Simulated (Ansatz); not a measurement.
This guess for S is about to be relaxed.

Space group Fmmm (No. 69). a = 3.941 Å, b = 5.107 Å, c = 5.169 Å, α = 90.00°, β = 90.00°, γ = 90.00°
| atom | site | symmetry | x | y | z |
| --- | --- | --- | --- | --- | --- |
| S | 4a | mmm | 0.0000 | 0.0000 | 0.0000 |

Theory: DFT PBE, scalar-relativistic, plane waves, PAW (Ansatz). Cutoff 420 eV, Gaussian smearing, Γ-centred meshes. Cell and atoms relax first on a coarse mesh and then on a finer one. In between, the cell is made exact in the group found at 0.06 Å. In metals the finer mesh still leaves noise of several meV/atom or more. The steps can't lower the symmetry of their start. No spin polarisation.

A guess keeps its type if space group and coordination stay and the shape of the cell changes little (axis ratios within about 15 %, angles within 6°); the volume may change.

Q: Does it keep its structure type, or change into something else?

A: It doesn't keep its type. The symmetry goes from Fmmm (No. 69) to I4/mmm (No. 139). The volume per atom shrinks by 5.4 %, from 26.0 to 24.6 Å³. The shortest distance goes from 3.23 Å (S–S) to 2.36 Å (S–S). Counting neighbours within 15 % of an atom's shortest distance, the start has S 12 and the end S 4. In detail, at the end S is surrounded by 4 S at 2.36 Å.

```cif
data_structure
_symmetry_space_group_name_H-M 'P 1'
_symmetry_Int_Tables_number 1
_cell_length_a 4.7082
_cell_length_b 4.7082
_cell_length_c 4.7082
_cell_angle_alpha 150.925
_cell_angle_beta 150.925
_cell_angle_gamma 41.586
_cell_volume 24.59
loop_
_atom_site_label
_atom_site_type_symbol
_atom_site_fract_x
_atom_site_fract_y
_atom_site_fract_z
_atom_site_occupancy
S1 S 0.00000 0.00000 0.00000 1
```

Energies count from the standard state of S at the same level.

Q: At what energy does it end?

A: +0.47 eV/atom. It lies above the standard state, so it could only be metastable.

The last run used a 32×32×32 mesh for its 1-atom cell and Gaussian smearing of 0.10 eV. No dispersion correction is applied, so the spacing and binding between layers, chains or molecules are poorly described. The reference form of S is held partly by dispersion forces, which this level lacks. A structure relaxed within its symmetry needn't be a true minimum.
